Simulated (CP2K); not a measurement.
# Si2W (I4/mmm) in CP2K: equation of state

How stiff is Si2W in PBEsol, and what volume does it want? The cell is scaled to several volumes.

All numbers are computed with CP2K 2026.2; they aren't measurements. Logs are shortened: lines on timing, memory, paths and dates and some standing lists are left out, and cuts for length are marked.

### 1 The structure

The structure is tetragonal, space group I4/mmm (No. 139). Conventional cell: a = 3.214 Å, b = 3.214 Å, c = 7.830 Å, α = 90.00°, β = 90.00°, γ = 90.00°. Around W (site symmetry 4/mmm) lie 10 Si at 2.62 Å. Si (site symmetry 4mm) has 5 Si at 2.59 to 2.63 Å and 5 W at 2.62 Å as nearest neighbours.

### 2 Single point, PBEsol, 13.48 Å³/atom

si2w_eos.inp

```
&GLOBAL
  PROJECT si2w_eos
  RUN_TYPE ENERGY_FORCE
  PRINT_LEVEL LOW
&END GLOBAL
&FORCE_EVAL
  METHOD QS
  STRESS_TENSOR ANALYTICAL
  &DFT
    BASIS_SET_FILE_NAME BASIS_MOLOPT_UZH
    POTENTIAL_FILE_NAME POTENTIAL_UZH
    &MGRID
      CUTOFF 450
      REL_CUTOFF 60
      NGRIDS 5
    &END MGRID
    &QS
      METHOD GPW
      EPS_DEFAULT 1.0E-10
    &END QS
    &KPOINTS
      SCHEME MONKHORST-PACK 12 12 12
      GAMMA_CENTERED T
      SYMMETRY T
      SYMMETRY_BACKEND SPGLIB
    &END KPOINTS
    &SCF
      SCF_GUESS ATOMIC
      EPS_SCF 1.0E-6
      MAX_SCF 100
      ADDED_MOS 15
      CHOLESKY OFF
      EPS_EIGVAL 1.0E-7
      &DIAGONALIZATION ON
        ALGORITHM STANDARD
      &END DIAGONALIZATION
      &MIXING ON
        METHOD BROYDEN_MIXING
        ALPHA 0.4
        BETA 1.5
        NBUFFER 8
      &END MIXING
      &SMEAR ON
        METHOD FERMI_DIRAC
        ELECTRONIC_TEMPERATURE 580.23
      &END SMEAR
    &END SCF
    &XC
      &XC_FUNCTIONAL
        &GGA_X_PBE_SOL
        &END GGA_X_PBE_SOL
        &GGA_C_PBE_SOL
        &END GGA_C_PBE_SOL
      &END XC_FUNCTIONAL
    &END XC
    &PRINT
      &KPOINTS ON
      &END KPOINTS
      &MULLIKEN ON
      &END MULLIKEN
      &MO ON
        ENERGIES T
        OCCUPATION_NUMBERS T
        &EACH
          QS_SCF 0
        &END EACH
        ADD_LAST NUMERIC
      &END MO
    &END PRINT
  &END DFT
  &SUBSYS
    &CELL
      A 4.5267083761 0.0000000000 0.0000000000
      B 2.2450260627 3.9307692250 0.0000000000
      C -3.3858672194 -1.9653846125 2.2724997734
      PERIODIC XYZ
    &END CELL
    &COORD
      SCALED
      W   0.0000000000 0.0000000000 0.0000000000
      Si  0.6653000000 0.6653000000 0.0000000000
      Si  0.3347000000 0.3347000000 0.0000000000
    &END COORD
    &KIND W
      BASIS_SET TZVP-MOLOPT-PBE-GTH-q14
      POTENTIAL GTH-PBE-q14
    &END KIND
    &KIND Si
      BASIS_SET TZVP-MOLOPT-PBE-GTH-q4
      POTENTIAL GTH-PBE-q4
    &END KIND
    &PRINT
      &ATOMIC_COORDINATES ON
      &END ATOMIC_COORDINATES
      &CELL ON
      &END CELL
    &END PRINT
  &END SUBSYS
  &PRINT
    &FORCES ON
    &END FORCES
    &STRESS_TENSOR ON
    &END STRESS_TENSOR
  &END PRINT
&END FORCE_EVAL
```

Potentials or basis: POTENTIAL_UZH W GTH-PBE-q14, Si GTH-PBE-q4; TZVP-MOLOPT-PBE-GTH basis.

Launch:

```
$ OMP_NUM_THREADS=1 cp2k.psmp -i si2w_eos.inp -o si2w_eos.out
```

si2w_eos.out:

```text

 CP2K| version string:                                       CP2K version 2026.2
 CP2K| Input file name                                              si2w_eos.inp

 GLOBAL| Force Environment number                                              1
 GLOBAL| Basis set file name                                    BASIS_MOLOPT_UZH
 GLOBAL| Potential file name                                       POTENTIAL_UZH
 GLOBAL| MM Potential file name                                     MM_POTENTIAL
 GLOBAL| Coordinate file name                                      __STD_INPUT__
 GLOBAL| Method name                                                        CP2K
 GLOBAL| Project name                                                   si2w_eos
 GLOBAL| Run type                                                   ENERGY_FORCE
 GLOBAL| FFT library                                                       FFTW3
 GLOBAL| Diagonalization library                                       ScaLAPACK
 GLOBAL| Cholesky decomposition library                                ScaLAPACK
 GLOBAL| DGEMM library                                                      BLAS
 GLOBAL| Direct generalized diagonalization requested                          F
 GLOBAL| Matrix multiplication library                                 ScaLAPACK
 GLOBAL| Global print level                                                  LOW
 GLOBAL| Total number of message passing processes                             1
 GLOBAL| Number of threads for this process                                    1
 GLOBAL| CPU model name                                                  UNKNOWN

 CELL| Volume [angstrom^3]:                                            40.435602
 CELL| Vector a [angstrom]:       4.527     0.000     0.000   |a| =     4.526708
 CELL| Vector b [angstrom]:       2.245     3.931     0.000   |b| =     4.526708
 CELL| Vector c [angstrom]:      -3.386    -1.965     2.272   |c| =     4.526708
 CELL| Angle (b,c), alpha [degree]:                                   138.415317
 CELL| Angle (a,c), beta  [degree]:                                   138.415317
 CELL| Angle (a,b), gamma [degree]:                                    60.267513
 CELL| Numerically orthorhombic:                                              NO
 CELL| Periodicity                                                           XYZ

 CELL_REF| Volume [angstrom^3]:                                        40.435602
 CELL_REF| Vector a [angstrom     4.527     0.000     0.000   |a| =     4.526708
 CELL_REF| Vector b [angstrom     2.245     3.931     0.000   |b| =     4.526708
 CELL_REF| Vector c [angstrom    -3.386    -1.965     2.272   |c| =     4.526708
 CELL_REF| Angle (b,c), alpha [degree]:                               138.415317
 CELL_REF| Angle (a,c), beta  [degree]:                               138.415317
 CELL_REF| Angle (a,b), gamma [degree]:                                60.267513
 CELL_REF| Numerically orthorhombic:                                          NO
 CELL_REF| Periodicity                                                       XYZ
[... 9 lines left out ...]
 TOTAL NUMBERS AND MAXIMUM NUMBERS

  Total number of            - Atomic kinds:                                   2
                             - Atoms:                                          3
                             - Shell sets:                                     3
[... 112 lines left out ...]
     4 Broy./Diag. 0.40E+00   23.2     0.01422897       -75.9621466473  2.78E-01
     5 Broy./Diag. 0.40E+00   23.3     0.00175457       -75.9943570638 -3.22E-02
     6 Broy./Diag. 0.40E+00   23.2     0.00141235       -75.9816802553  1.27E-02
     7 Broy./Diag. 0.40E+00   23.2     0.00021638       -75.9812628777  4.17E-04
     8 Broy./Diag. 0.40E+00   23.3     0.00018691       -75.9805698206  6.93E-04
     9 Broy./Diag. 0.40E+00   23.4     0.00001967       -75.9807968021 -2.27E-04
    10 Broy./Diag. 0.40E+00   23.7     0.00000785       -75.9808242725 -2.75E-05
    11 Broy./Diag. 0.40E+00   23.5     0.00000155       -75.9808365950 -1.23E-05
    12 Broy./Diag. 0.40E+00   23.4     0.00000043       -75.9808395955 -3.00E-06

  *** SCF run converged in    12 steps ***

  Electronic density on regular grids:        -21.9999999998        0.0000000002
  Core density on regular grids:               21.9999999972       -0.0000000028
  Total charge density on r-space grids:       -0.0000000027
  Total charge density g-space grids:          -0.0000000027

  Overlap energy of the core charge distribution:               0.00000000014637
  Self energy of the core charge distribution:               -122.84461952519766
  Core Hamiltonian energy:                                     26.72200554123653
  Hartree energy:                                              30.36473156369261
  Exchange-correlation energy:                                -10.22288505576729
  Electronic entropic energy:                                  -0.00007211949397
  Fermi energy:                                                 0.48747401275629

  Total energy:                                               -75.98083959546115
  Total energy (extrapolated to T->0):                        -75.98080353571416

 MO| EIGENVALUES AND OCCUPATION NUMBERS FOR K POINT 1
 MO|
 MO|  Index      Eigenvalue [a.u.]        Eigenvalue [eV]             Occupation
 MO|      1              -2.213151             -60.222897               2.000000
 MO|      2              -0.914456             -24.883617               2.000000
 MO|      3              -0.914306             -24.879526               2.000000
 MO|      4              -0.913603             -24.860405               2.000000
 MO|      5               0.061134               1.663533               2.000000
 MO|      6               0.128838               3.505871               2.000000
[... 439 lines left out ...]
 MO|     25               1.144268              31.137105               0.000000
 MO|     26               1.227117              33.391542               0.000000
 MO| Sum:                                                              22.000000
 MO| E(Fermi):            0.487474 a.u.         13.264842 eV

 [... the levels of further k-points ...]

 !-----------------------------------------------------------------------------!
                     Mulliken Population Analysis

 #  Atom  Element  Kind  Atomic population                           Net charge
       1     W        1         13.864389                              0.135611
       2     Si       2          4.067803                             -0.067803
       3     Si       2          4.067808                             -0.067808
 # Total charge                             22.000000                  0.000000

 !-----------------------------------------------------------------------------!

 ENERGY| Total FORCE_EVAL ( QS ) energy [hartree]            -75.980840217281596

 FORCES| Atomic forces [hartree/bohr]
 FORCES|   Atom     x               y               z               |f|
 FORCES|      1  2.48292314E-08  9.31081008E-10 -1.74398342E-09   2.49078125E-08
 FORCES|      2  4.91998213E-04  2.85579827E-04 -7.66801697E-11   5.68874397E-04
 FORCES|      3 -4.92023045E-04 -2.85580760E-04  1.82067730E-09   5.68896341E-04
 FORCES| Sum    -2.89433722E-12 -1.68100332E-12  1.37082088E-14
 FORCES| Total atomic force                                       3.34711040E-12

 STRESS| Analytical stress tensor [bar]
 STRESS|                        x                   y                   z
 STRESS|      x        1.69666082638E+03   5.76713441145E+03   4.17393239437E-03
 STRESS|      y        5.76713441145E+03  -4.89193695162E+03  -6.11983610541E-03
 STRESS|      z        4.17393239437E-03  -6.11983610541E-03  -8.23621915695E+03
 STRESS| 1/3 Trace                                            -3.81049842740E+03
 STRESS| Determinant                                           3.42295597121E+11

 STRESS| Eigenvectors and eigenvalues of the analytical stress tensor [bar]
 STRESS|                        1                   2                   3
 STRESS| Eigenvalues  -8.23934301857E+03  -8.23621913947E+03   5.04406687585E+03
 STRESS|      x          -0.501993619304      0.001187216254      0.864870508629
 STRESS|      y           0.864868089735     -0.002045496016      0.501995023187
 STRESS|      z           0.002365065831      0.999997203228      0.000000040495
```

Run time: 5.4 min. Hardware: 1 thread of Arm Neoverse N1, shared host; peak memory 0.46 GiB.

Results:

- Free energy: -2067.5438 eV
- Pressure: -0.4 GPa
- Largest force: 0.029 eV/Å
- Band gap on the k mesh: none (metal or under the smearing width)
- Mulliken charges: W +0.14; Si -0.07 e

Caveat: Mulliken charges move with the basis; the potentials were made for another functional, which shifts forces and pressure; the basis of atomic orbitals isn't converged, which shifts pressures, moduli and gaps.

### 3 Single point, PBEsol, 13.21 Å³/atom (volume scaled by 0.98)

Changes to si2w_eos.inp since step 2:

```diff
@@ -11,2 +11,3 @@
     POTENTIAL_FILE_NAME POTENTIAL_UZH
+    WFN_RESTART_FILE_NAME previous-RESTART.kp
     &MGRID
@@ -27,3 +28,3 @@
     &SCF
-      SCF_GUESS ATOMIC
+      SCF_GUESS RESTART
       EPS_SCF 1.0E-6
@@ -72,5 +73,5 @@
     &CELL
-      A 4.5267083761 0.0000000000 0.0000000000
-      B 2.2450260627 3.9307692250 0.0000000000
-      C -3.3858672194 -1.9653846125 2.2724997734
+      A 4.4963268676 0.0000000000 0.0000000000
+      B 2.2299583197 3.9043874286 0.0000000000
+      C -3.3631425936 -1.9521937143 2.2572476375
       PERIODIC XYZ
```

Potentials or basis: POTENTIAL_UZH W GTH-PBE-q14, Si GTH-PBE-q4; TZVP-MOLOPT-PBE-GTH basis.

Launch:

```
$ OMP_NUM_THREADS=1 cp2k.psmp -i si2w_eos.inp -o si2w_eos.out
```

Wall time 4.8 min (1 thread of Arm Neoverse N1, shared host); peak memory 0.46 GiB.

The run converged. Its results:

```
Free energy            : -2067.5337 eV
Pressure               : 4.5 GPa
Largest force          : 0.083 eV/Å
Band gap on the k mesh : none (metal or under the smearing width)
Mulliken charges       : W +0.18; Si -0.09 e
```

Caveat: Mulliken charges move with the basis; the potentials were made for another functional, which shifts forces and pressure; the basis of atomic orbitals isn't converged, which shifts pressures, moduli and gaps.

### 4 Single point, PBEsol, 13.75 Å³/atom (volume scaled by 1.02)

Changes to si2w_eos.inp since step 3:

```diff
@@ -73,5 +73,5 @@
     &CELL
-      A 4.4963268676 0.0000000000 0.0000000000
-      B 2.2299583197 3.9043874286 0.0000000000
-      C -3.3631425936 -1.9521937143 2.2572476375
+      A 4.5566874509 0.0000000000 0.0000000000
+      B 2.2598942183 3.9568015679 0.0000000000
+      C -3.4082908346 -1.9784007840 2.2875498794
       PERIODIC XYZ
```

Launch:

```
$ OMP_NUM_THREADS=1 cp2k.psmp -i si2w_eos.inp -o si2w_eos.out
```

Wall time 4.6 min (1 thread of Arm Neoverse N1, shared host); peak memory 0.45 GiB.

It converged, with:

```yaml
Free_energy: -2067.5307 eV
Pressure: -4.7 GPa
Largest_force: 0.021 eV/Å
Band_gap_on_the_k_mesh: none (metal or under the smearing width)
Mulliken_charges: W +0.09; Si -0.05 e
```

Caveat: Mulliken charges move with the basis; the potentials were made for another functional, which shifts forces and pressure; the basis of atomic orbitals isn't converged, which shifts pressures, moduli and gaps.

### 5 Single point, PBEsol, 12.94 Å³/atom (volume scaled by 0.96)

Changes to si2w_eos.inp since step 4:

```diff
@@ -73,5 +73,5 @@
     &CELL
-      A 4.5566874509 0.0000000000 0.0000000000
-      B 2.2598942183 3.9568015679 0.0000000000
-      C -3.4082908346 -1.9784007840 2.2875498794
+      A 4.4655291416 0.0000000000 0.0000000000
+      B 2.2146841532 3.8776442096 0.0000000000
+      C -3.3401066474 -1.9388221048 2.2417865520
       PERIODIC XYZ
```

Launch:

```
$ OMP_NUM_THREADS=1 cp2k.psmp -i si2w_eos.inp -o si2w_eos.out
```

It took 5.4 min on 1 thread of Arm Neoverse N1, shared host; peak memory 0.46 GiB.

Results (log left out):

- Free energy: -2067.4977 eV
- Pressure: 9.9 GPa
- Largest force: 0.141 eV/Å
- Band gap on the k mesh: none (metal or under the smearing width)
- Mulliken charges: W +0.23; Si -0.11 e

Caveat: Mulliken charges move with the basis; the potentials were made for another functional, which shifts forces and pressure; the basis of atomic orbitals isn't converged, which shifts pressures, moduli and gaps.

### 6 Single point, PBEsol, 14.02 Å³/atom (volume scaled by 1.04)

Changes to si2w_eos.inp since step 5:

```diff
@@ -73,5 +73,5 @@
     &CELL
-      A 4.4655291416 0.0000000000 0.0000000000
-      B 2.2146841532 3.8776442096 0.0000000000
-      C -3.3401066474 -1.9388221048 2.2417865520
+      A 4.5862771596 0.0000000000 0.0000000000
+      B 2.2745692672 3.9824958046 0.0000000000
+      C -3.4304232134 -1.9912479023 2.3024045156
       PERIODIC XYZ
```

Potentials or basis: POTENTIAL_UZH W GTH-PBE-q14, Si GTH-PBE-q4; TZVP-MOLOPT-PBE-GTH basis.

Launch:

```
$ OMP_NUM_THREADS=1 cp2k.psmp -i si2w_eos.inp -o si2w_eos.out
```

Run time: 5 min. Hardware: 1 thread of Arm Neoverse N1, shared host; peak memory 0.45 GiB.

Results (log left out):

- Free energy: -2067.4967 eV
- Pressure: -8.7 GPa
- Largest force: 0.069 eV/Å
- Band gap on the k mesh: none (metal or under the smearing width)
- Mulliken charges: W +0.05; Si -0.02 e

Caveat: Mulliken charges move with the basis; the potentials were made for another functional, which shifts forces and pressure; the basis of atomic orbitals isn't converged, which shifts pressures, moduli and gaps.

### 7 Single point, PBEsol, 12.67 Å³/atom (volume scaled by 0.94)

Changes to si2w_eos.inp since step 6:

```diff
@@ -73,5 +73,5 @@
     &CELL
-      A 4.5862771596 0.0000000000 0.0000000000
-      B 2.2745692672 3.9824958046 0.0000000000
-      C -3.4304232134 -1.9912479023 2.3024045156
+      A 4.4343006434 0.0000000000 0.0000000000
+      B 2.1991963447 3.8505269294 0.0000000000
+      C -3.3167484941 -1.9252634647 2.2261092101
       PERIODIC XYZ
```

Launch:

```
$ OMP_NUM_THREADS=1 cp2k.psmp -i si2w_eos.inp -o si2w_eos.out
```

It took 5.5 min on 1 thread of Arm Neoverse N1, shared host; peak memory 0.46 GiB.

Results (log left out):

* Free energy: -2067.4329 eV
* Pressure: 15.9 GPa
* Largest force: 0.203 eV/Å
* Band gap on the k mesh: none (metal or under the smearing width)
* Mulliken charges: W +0.27; Si -0.14 e

Caveat: Mulliken charges move with the basis; the potentials were made for another functional, which shifts forces and pressure; the basis of atomic orbitals isn't converged, which shifts pressures, moduli and gaps.

### 8 Single point, PBEsol, 14.29 Å³/atom (volume scaled by 1.06)

Changes to si2w_eos.inp since step 7:

```diff
@@ -73,5 +73,5 @@
     &CELL
-      A 4.4343006434 0.0000000000 0.0000000000
-      B 2.1991963447 3.8505269294 0.0000000000
-      C -3.3167484941 -1.9252634647 2.2261092101
+      A 4.6154899036 0.0000000000 0.0000000000
+      B 2.2890573602 4.0078627038 0.0000000000
+      C -3.4522736319 -2.0039313519 2.3170699079
       PERIODIC XYZ
```

Launch:

```
$ OMP_NUM_THREADS=1 cp2k.psmp -i si2w_eos.inp -o si2w_eos.out
```

Run time: 4.8 min. Hardware: 1 thread of Arm Neoverse N1, shared host; peak memory 0.45 GiB.

Results (log left out):

```yaml
Free_energy: -2067.4440 eV
Pressure: -12.2 GPa
Largest_force: 0.114 eV/Å
Band_gap_on_the_k_mesh: none (metal or under the smearing width)
```

Caveat: Mulliken charges move with the basis; the potentials were made for another functional, which shifts forces and pressure; the basis of atomic orbitals isn't converged, which shifts pressures, moduli and gaps.

### 9 Equation of state, PBEsol

Potentials or basis: POTENTIAL_UZH W GTH-PBE-q14, Si GTH-PBE-q4; TZVP-MOLOPT-PBE-GTH basis.

No new run: the results of the series are fitted here.

What came out:

| Quantity | Value |
| --- | --- |
| Equilibrium volume | 13.46 Å³/atom |
| Bulk modulus at fixed shape and positions | 231 GPa |
| Pressure derivative of the bulk modulus | 4.4 |

Energy against volume, from the lowest point:
| volume (Å³/atom) | energy (meV/atom) |
| --- | --- |
| 12.670 | 36.97 |
| 12.939 | 15.36 |
| 13.209 | 3.37 |
| 13.479 | 0.00 |
| 13.748 | 4.38 |
| 14.018 | 15.70 |
| 14.287 | 33.26 |

Caveat: the cell was scaled at fixed shape and fractional positions, which overstates the stiffness of a crystal with free parameters, most of all of layers and chains; the potentials were made for another functional, which shifts forces and pressure; the basis of atomic orbitals isn't converged, which shifts pressures, moduli and gaps.
